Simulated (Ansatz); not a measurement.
The system is AgBr.

```xyz
2
Lattice="0.0000 2.8702 2.8702 2.8702 0.0000 2.8702 2.8702 2.8702 0.0000" Properties=species:S:1:pos:R:3 pbc="T T T"
Ag    0.0000    0.0000    0.0000
Br    2.8702    2.8702    2.8702
```

| Item | Value |
| --- | --- |
| Program | Ansatz 0.2.0 |
| Task | relaxation of cell and atoms |
| Functional | RPBE |
| Dispersion | D3(BJ) |
| Potentials or basis | Ansatz PAW |
| Cutoff | 420 eV (not typed: the program's choice for these potentials) |
| k mesh | 8 × 8 × 8 |
| Occupations | fermi-dirac, width 0.05 eV |
| Spin | no spin polarisation |

At the start: volume 23.64 Å³/atom.

Task: Where does the relaxation end?

Result: It ends after 5 steps and the volume is 19.92 Å³/atom (-15.8 %); space group Fm-3m (No. 225, to 0.05 Å).

Step by step:
```csv
step,energy change (eV),largest force (eV/Å),volume (Å³)
1,0.0000,0.0000,47.29
2,-0.2431,0.0000,40.70
3,-0.2472,0.0000,39.40
4,-0.2482,0.0000,39.83
5,-0.2460,0.0000,39.83
```

Final structure:
```
CELL_PARAMETERS angstrom
0.00000 2.71058 2.71058
2.71058 0.00000 2.71058
2.71058 2.71058 0.00000
ATOMIC_POSITIONS crystal
Ag 0.00000 0.00000 0.00000
Br 0.50000 0.50000 0.50000
```

Caveat: the volume moved by over 15 % at a fixed basis, so the end points are rough; the plane-wave basis is chosen anew once the cell has moved, so the energies of steps on either side of that aren't comparable; the volume moved by -16 % from the deposited cell, more than functionals usually miss; the PAW data sets come from PBE, with cores solved anew for the run's functional, which leaves a small shift of forces and pressure.
